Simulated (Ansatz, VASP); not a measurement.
# Sn24O47 (V_O hop (2.6 A)): VASP beside Ansatz, part 2 of 2

One calculation is typed for both programs; each brings its own data sets. How far apart do they land? The cell is taken from a series of runs on this material, whose earlier steps may have relaxed, scaled, displaced or heated it; both programs get it as it stands.

VASP 6.6.1 and Ansatz 0.2.0.

So far. Step 2 (VASP: single point, PBEsol, pair 1): The run ends at a pressure of 1.21 GPa, with forces up to 0.060 eV/Å.

## Step 5: VASP: single point, PBEsol, pair 2

Level of this step: PBEsol; plane waves and PAW (Sn_d, O) (VASP).

A single point gives forces, pressure and levels at one fixed geometry, so differences don't come from the geometry; what else differs is listed under the comparison.

INCAR reads:

```
SYSTEM = Sn24O47
PREC = Accurate
ENCUT = 520
EDIFF = 1E-06
NELM = 120
ISMEAR = 0
SIGMA = 0.01
LREAL = Auto
ALGO = Normal
GGA = PS
NBANDS = 360
LORBIT = 11
LWAVE = .FALSE.
LCHARG = .FALSE.
ISIF = 2
ISYM = 0
LASPH = .TRUE.
GGA_COMPAT = .FALSE.
EFERMI = MIDGAP
KPAR = 4
```

POSCAR reads:

```
Sn24O47
1.0
    9.5368018790      0.0000000000      0.0000000000
    0.0000000000      9.5368018790      0.0000000000
    0.0000000000      0.0000000000      9.6372846376
Sn O
24 47
Direct
    0.2474471520      0.2472369752      0.1665359584
    0.9998752420      0.9996904630      0.0004022960
    0.2544616685      0.2542503601      0.5004408990
    0.0006553800      0.0004115433      0.3331817092
    0.2475025687      0.2472928109      0.8344505268
    0.0007294170      0.0004801302      0.6676111265
    0.2475971276      0.7524681200      0.1659672153
    0.9998497765      0.4998755249      0.0004085039
    0.2427148329      0.7563919555      0.5003983331
    0.0000034548      0.4997530084      0.3336067907
    0.2475197746      0.7523856741      0.8348525895
    0.0001154203      0.4995696226      0.6672241304
    0.7526783314      0.2473842185      0.1659699402
    0.5000949375      0.9996342444      0.0004089377
    0.7566394602      0.2424603281      0.5003982095
    0.4999609957      0.9997981260      0.3336077628
    0.7525993874      0.2473032396      0.8348513544
    0.4997764758      0.9999121856      0.6672245344
    0.7521449174      0.7519339826      0.1665171401
    0.4996668177      0.4994785614      0.0004393271
    0.7490757871      0.7488651320      0.5004040009
    0.5010476744      0.5008132305      0.3078617678
    0.7522162910      0.7520057228      0.8341637110
    0.5010187808      0.5007749889      0.6929975089
    0.0934334932      0.3999807263      0.1673593722
    0.4001696648      0.0932005666      0.1673535712
    0.1511093048      0.1509307818      0.0002558693
    0.3461065584      0.3458761880      0.0007649377
    0.0960838312      0.4013424113      0.5003507196
    0.4015166762      0.0958382425      0.5003500624
    0.1528781955      0.1526947974      0.3357162555
    0.3473556558      0.3471211268      0.3266605856
    0.0939257717      0.4004260092      0.8336080018
    0.4006189455      0.0936972428      0.8336156662
    0.1529357633      0.1527494015      0.6648390218
    0.3474196136      0.3471831869      0.6745998711
    0.0969208314      0.9034627001      0.1683495052
    0.4001537325      0.6008767241      0.1582688389
    0.1512571560      0.6541076336      0.0002664815
    0.3457346640      0.8484512568      0.0005407878
    0.0950909201      0.9040984848      0.5003913456
    0.1618347138      0.6459482002      0.3350941170
    0.3546956179      0.8368382265      0.3363998097
    0.0968418341      0.9033837024      0.8324593013
    0.3999870449      0.6006966977      0.8425919881
    0.1626236114      0.6452750661      0.6650072680
    0.3540475354      0.8375844077      0.6651274709
    0.6011327322      0.3999795316      0.1582476115
    0.9036402608      0.0966755938      0.1683721212
    0.6543069454      0.1510598459      0.0002675640
    0.8487148592      0.3454645106      0.0005416548
    0.4925744421      0.4923531149      0.5004860364
    0.9042990930      0.0948141881      0.5003937523
    0.6461111151      0.1616820474      0.3351110104
    0.8370679268      0.3544565884      0.3364139952
    0.6009571744      0.3998113456      0.8426203060
    0.9035639264      0.0965965009      0.8324351703
    0.6454396651      0.1624713430      0.6649920210
    0.8378070840      0.3538135169      0.6651118264
    0.5991476235      0.9050721139      0.1674842734
    0.9052363669      0.5988910756      0.1674740822
    0.6537254788      0.6535696926      0.0000893502
    0.8486945664      0.8484532378      0.0005826868
    0.5993723186      0.9047966831      0.5004791998
    0.9049693644      0.5991248078      0.5004772860
    0.6529004573      0.6527156633      0.3295836598
    0.8479435785      0.8476886264      0.3348100536
    0.5996038004      0.9055779379      0.8331985792
    0.9057443346      0.5993493678      0.8332094335
    0.6529777995      0.6527901356      0.6708032269
    0.8480126729      0.8477556248      0.6662538047
```

KPOINTS reads:

```
Points of the shifted mesh
8
Reciprocal
 0.2500000000  0.2500000000  0.2500000000 1
 0.2500000000  0.2500000000  0.7500000000 1
 0.2500000000  0.7500000000  0.2500000000 1
 0.2500000000  0.7500000000  0.7500000000 1
 0.7500000000  0.2500000000  0.2500000000 1
 0.7500000000  0.2500000000  0.7500000000 1
 0.7500000000  0.7500000000  0.2500000000 1
 0.7500000000  0.7500000000  0.7500000000 1
```

The projector-augmented-wave data sets are Sn_d and O (PBE family, release 64).

The run is started by

```sh
> mpirun -np 8 vasp_std
```

Numbers of over 12 decimals in the logs are rounded to 6 here.

The program printed:

```text
[banner, memory and clock lines left out]
running    8 mpi-ranks, on    1 nodes
[...]
[... a notice as in an earlier step ...]

 [... a notice as in an earlier step ...]

 LDA part: xc-table for (Slater+PW92), standard interpolation
 POSCAR, INCAR and KPOINTS ok, starting setup
[...]
entering main loop
       N       E                     dE             d eps       ncg     rms          rms(c)
DAV:   1     0.138563069200E+05    0.13856E+05   -0.23171E+05  5760   0.273E+03
DAV:   2     0.299473864383E+04   -0.10862E+05   -0.10447E+05  5760   0.861E+02
DAV:   3    -0.960814340579E+02   -0.30908E+04   -0.29313E+04  6096   0.351E+02
DAV:   4    -0.509363287811E+03   -0.41328E+03   -0.40368E+03  6728   0.135E+02
[...]
DAV:  14    -0.464762751051E+03   -0.34375E-05   -0.61692E-05  8384   0.315E-02    0.111E-02
DAV:  15    -0.464762750883E+03    0.16822E-06   -0.11009E-05  7000   0.123E-02    0.551E-03
DAV:  16    -0.464762749990E+03    0.89286E-06   -0.40286E-06  5224   0.651E-03
   1 F= -.46476275E+03 E0= -.46476275E+03  d E =0.000000E+00
```

From OUTCAR (step 5):

```text
 POSITION                                       TOTAL-FORCE (eV/Angst)
 -----------------------------------------------------------------------------------
      2.35985      2.35785      1.60495        -0.018236     -0.018644     -0.014469
      9.53561      9.53385      0.00388         0.001830     -0.000330      0.000129
      2.42675      2.42474      4.82289         0.000580      0.001658      0.008227
      0.00625      0.00392      3.21097        -0.009969     -0.006870      0.021285
      2.36038      2.35838      8.04184        -0.010528     -0.009242      0.004561
      0.00696      0.00458      6.43396        -0.006897     -0.005202     -0.014816
      2.36128      7.17614      1.59947         0.001268      0.006402     -0.008234
      9.53537      4.76721      0.00394         0.002866      0.003639     -0.000774
      2.31472      7.21356      4.82248         0.011398     -0.011433     -0.001555
      0.00003      4.76605      3.21506        -0.004637     -0.007956      0.004817
      2.36055      7.17535      8.04571        -0.006086      0.000912      0.012448
      0.00110      4.76430      6.43023         0.008544      0.008150     -0.008451
      7.17814      2.35925      1.59950         0.009416     -0.001910     -0.010028
      4.76931      9.53331      0.00394         0.000274     -0.001839      0.001424
[...]
-----------------------------------------------------------------------------------
    total drift:                                0.016270      0.028207     -0.031197

  FREE ENERGIE OF THE ION-ELECTRON SYSTEM (eV)
  ---------------------------------------------------
  free  energy   TOTEN  =      -464.7627499901 eV

  energy  without entropy=     -464.7627499901  energy(sigma->0) =     -464.76274999

[... 1 further part left out ...]
```

The run ends at a pressure of 5.12 GPa, with forces up to 0.061 eV/Å.

## Step 6: Ansatz: single point, PBEsol, pair 2

The same cell, functional and mesh now go to Ansatz.

The cell is taken from a series of runs on this material, whose earlier steps may have relaxed, scaled, displaced or heated it; both programs get it as it stands.

input.yaml reads:

```yaml
crystal:
  lattice:
    - [9.53680188, 0.0, 0.0]
    - [0.0, 9.53680188, 0.0]
    - [0.0, 0.0, 9.63728464]
  atoms:
    - { symbol: Sn, position: [0.24744715, 0.24723698, 0.16653596] }
    - { symbol: Sn, position: [-0.00012476, -0.00030954, 0.0004023] }
    - { symbol: O, position: [0.09343349, 0.39998073, 0.16735937] }
    - { symbol: O, position: [0.40016966, 0.09320057, 0.16735357] }
    - { symbol: O, position: [0.1511093, 0.15093078, 0.00025587] }
    - { symbol: O, position: [0.34610656, 0.34587619, 0.00076494] }
    - { symbol: Sn, position: [0.25446167, 0.25425036, 0.5004409] }
    - { symbol: Sn, position: [0.00065538, 0.00041154, 0.33318171] }
    - { symbol: O, position: [0.09608383, 0.40134241, 0.50035072] }
    - { symbol: O, position: [0.40151668, 0.09583824, 0.50035006] }
    - { symbol: O, position: [0.1528782, 0.1526948, 0.33571626] }
    - { symbol: O, position: [0.34735566, 0.34712113, 0.32666059] }
    - { symbol: Sn, position: [0.24750257, 0.24729281, 0.83445053] }
    - { symbol: Sn, position: [0.00072942, 0.00048013, 0.66761113] }
    - { symbol: O, position: [0.09392577, 0.40042601, 0.833608] }
    - { symbol: O, position: [0.40061895, 0.09369724, 0.83361567] }
    - { symbol: O, position: [0.15293576, 0.1527494, 0.66483902] }
    - { symbol: O, position: [0.34741961, 0.34718319, 0.67459987] }
    - { symbol: Sn, position: [0.24759713, 0.75246812, 0.16596722] }
    - { symbol: Sn, position: [-0.00015022, 0.49987552, 0.0004085] }
    - { symbol: O, position: [0.09692083, 0.9034627, 0.16834951] }
    - { symbol: O, position: [0.40015373, 0.60087672, 0.15826884] }
    - { symbol: O, position: [0.15125716, 0.65410763, 0.00026648] }
    - { symbol: O, position: [0.34573466, 0.84845126, 0.00054079] }
    - { symbol: Sn, position: [0.24271483, 0.75639196, 0.50039833] }
    - { symbol: Sn, position: [3.45e-06, 0.49975301, 0.33360679] }
    - { symbol: O, position: [0.09509092, 0.90409848, 0.50039135] }
    - { symbol: O, position: [0.16183471, 0.6459482, 0.33509412] }
    - { symbol: O, position: [0.35469562, 0.83683823, 0.33639981] }
    - { symbol: Sn, position: [0.24751977, 0.75238567, 0.83485259] }
    - { symbol: Sn, position: [0.00011542, 0.49956962, 0.66722413] }
    - { symbol: O, position: [0.09684183, 0.9033837, 0.8324593] }
    - { symbol: O, position: [0.39998704, 0.6006967, 0.84259199] }
    - { symbol: O, position: [0.16262361, 0.64527507, 0.66500727] }
    - { symbol: O, position: [0.35404754, 0.83758441, 0.66512747] }
    - { symbol: Sn, position: [0.75267833, 0.24738422, 0.16596994] }
    - { symbol: Sn, position: [0.50009494, -0.00036576, 0.00040894] }
    - { symbol: O, position: [0.60113273, 0.39997953, 0.15824761] }
    - { symbol: O, position: [0.90364026, 0.09667559, 0.16837212] }
    - { symbol: O, position: [0.65430695, 0.15105985, 0.00026756] }
    - { symbol: O, position: [0.84871486, 0.34546451, 0.00054165] }
    - { symbol: Sn, position: [0.75663946, 0.24246033, 0.50039821] }
    - { symbol: Sn, position: [0.499961, -0.00020187, 0.33360776] }
    - { symbol: O, position: [0.49257444, 0.49235311, 0.50048604] }
    - { symbol: O, position: [0.90429909, 0.09481419, 0.50039375] }
    - { symbol: O, position: [0.64611112, 0.16168205, 0.33511101] }
    - { symbol: O, position: [0.83706793, 0.35445659, 0.336414] }
    - { symbol: Sn, position: [0.75259939, 0.24730324, 0.83485135] }
    - { symbol: Sn, position: [0.49977648, -8.781e-05, 0.66722453] }
    - { symbol: O, position: [0.60095717, 0.39981135, 0.84262031] }
    - { symbol: O, position: [0.90356393, 0.0965965, 0.83243517] }
    - { symbol: O, position: [0.64543967, 0.16247134, 0.66499202] }
    - { symbol: O, position: [0.83780708, 0.35381352, 0.66511183] }
    - { symbol: Sn, position: [0.75214492, 0.75193398, 0.16651714] }
    - { symbol: Sn, position: [0.49966682, 0.49947856, 0.00043933] }
    - { symbol: O, position: [0.59914762, 0.90507211, 0.16748427] }
    - { symbol: O, position: [0.90523637, 0.59889108, 0.16747408] }
    - { symbol: O, position: [0.65372548, 0.65356969, 8.935e-05] }
    - { symbol: O, position: [0.84869457, 0.84845324, 0.00058269] }
    - { symbol: Sn, position: [0.74907579, 0.74886513, 0.500404] }
    - { symbol: Sn, position: [0.50104767, 0.50081323, 0.30786177] }
    - { symbol: O, position: [0.59937232, 0.90479668, 0.5004792] }
    - { symbol: O, position: [0.90496936, 0.59912481, 0.50047729] }
    - { symbol: O, position: [0.65290046, 0.65271566, 0.32958366] }
    - { symbol: O, position: [0.84794358, 0.84768863, 0.33481005] }
    - { symbol: Sn, position: [0.75221629, 0.75200572, 0.83416371] }
    - { symbol: Sn, position: [0.50101878, 0.50077499, 0.69299751] }
    - { symbol: O, position: [0.5996038, 0.90557794, 0.83319858] }
    - { symbol: O, position: [0.90574433, 0.59934937, 0.83320943] }
    - { symbol: O, position: [0.6529778, 0.65279014, 0.67080323] }
    - { symbol: O, position: [0.84801267, 0.84775562, 0.6662538] }
basis:
  ecutwfc: 420
  xc_grid: 2
hamiltonian:
  xc: pbesol
kpoints:
  mp_grid: { grid: [2, 2, 2], shift: [0.5, 0.5, 0.5] }
scf:
  occupations: { method: fixed }
  max_iter: 120
output:
  forces: true
  eigenvalues: true
checkpoint:
  write: "../q0.top.mesh.run"
  compress: false
  write_wavefunctions: false
  write_every: 100000
```

The run is started by

```sh
> ansatz run input.yaml --threads 4 --pin off --max-ram 14131MiB --backend cpu --events-out ev --progress --plain --runs-dir out
```

The program printed:

```text
[...]
Crystal: 71 atoms, lattice volume = 876.517 Å³
Basis set: ecut = 420 eV, 17113 PW (Γ), exchange–correlation on 128×128×144 points (8 copies of the dense FFT grid, shifted against one another)
Bands: 380, of which v1, the nominal top of the filled ones, is band 309 counted from 1 (308 counted from 0)
Symmetry: 1 space group operations
[...]
k-points: 4 of 8 (time reversal used)
[...]
SCF converged after 9 iterations
Free energy (F): -169152.448103 eV
[...]
Internal energy: -169152.448103 eV  (E = F + TS)
E sigma→0 (E₀):  -169152.448103 eV
Fermi energy:    10.829095 eV
[...]
--- Forces (eV/Å), atoms counted from 1 ---
[...]
k-point 2: bands = [... 305 lower, 8.5429, 8.5518, 8.8168, 10.8119, 11.8269, 12.3950, 12.5909, 12.7758, ... 45 higher]
  k-point 3: bands = [... 305 lower, 8.5429, 8.5518, 8.8168, 10.8119, 11.8269, 12.3950, 12.5909, 12.7759, ... 45 higher]
```

## Step 7: Differences

The two programs side by side:

```csv
quantity,Ansatz,VASP,difference
gap on the k mesh (eV),0.998,0.992,+0.006
```

At this near-relaxed geometry the largest component of a force difference is 87 meV/Å. A gap on the mesh is an upper bound, since the band edges may lie between its points.

## Step 8: Summary of results

```json
{"difference in gap on the k mesh (single point, PBEsol, pair 1)": "-0.0036 eV", "r.m.s. force difference (single point, PBEsol, pair 1)": "10 meV/Å", "r.m.s. force difference (single point, PBEsol, pair 2)": "13 meV/Å"}
```

In words: The r.m.s. force difference is 13 meV/Å (single point, PBEsol, pair 2), beyond the 12 meV/Å picked in this series as the mark of a large difference. What causes the difference of the single point, PBEsol, pair 2 pair stays open here. How closely two codes agree says nothing of how well the functional describes the real material.

[Lines on the potential files, build, host, timing and source positions are cut from VASP's logs without a mark.]

[Logs are printed without paths, hosts, clocks, repeated set-up lines and the standing remarks that a program may print on its own settings, such as how far it seeks lower states.]

[Hosts, paths, dates, database ids (printed as entryN), source tags and the programs' standing remarks are cut or masked in the printed files.]
